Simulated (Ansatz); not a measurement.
Field gradients along an isostructural series (P4_2/mnm)

Level of theory: DFT, r2SCAN, plane waves and PAW, scalar-relativistic, 500 eV cutoff (Ansatz 0.2.0). The cells come from the COD, with the atoms relaxed (PBE, cell held). Calculated pressures reach 3 GPa in size in them. Spin–orbit coupling is left out, which moves gradients at and beside heavy atoms (Pb) by some per cent and at some sites by far more. All compounds take space group P4_2/mnm with the same Wyckoff sites and nearly the same cell shape, and differ in the element M (Si, Ti, Sn, Pb). Sites are named by their Wyckoff letter. V_zz in 10²¹ V/m².

```
 M  compound        source  cell edges (Å)  first shell of O on f  O on f: V_zz (η)  M on a: V_zz (η)
Si      SiO2  COD, relaxed    4.167, 2.664    3 Si at 1.76–1.80 Å     -11.19 (0.17)       1.56 (0.62)
Ti      TiO2  COD, relaxed    4.592, 2.957    3 Ti at 1.95–1.98 Å      -2.66 (0.88)      -2.05 (0.10)
Sn      SnO2  COD, relaxed    4.738, 3.186    3 Sn at 2.05–2.06 Å     -10.31 (0.12)       5.65 (0.52)
Pb      PbO2  COD, relaxed    4.958, 3.388    3 Pb at 2.15–2.17 Å                 ?                 ?
```

Q: Estimate the values withheld for PbO2.

A: O on f: -12.56 (0.19); Pb on a: 13.27 (0.49). As the cell grows from SiO2 to PbO2, |V_zz| rises steadily at M on a; the element changes along with the cell, so size needn't be the cause.

In PbO2 small gradients can still move by 0.1 or more with the k-mesh.
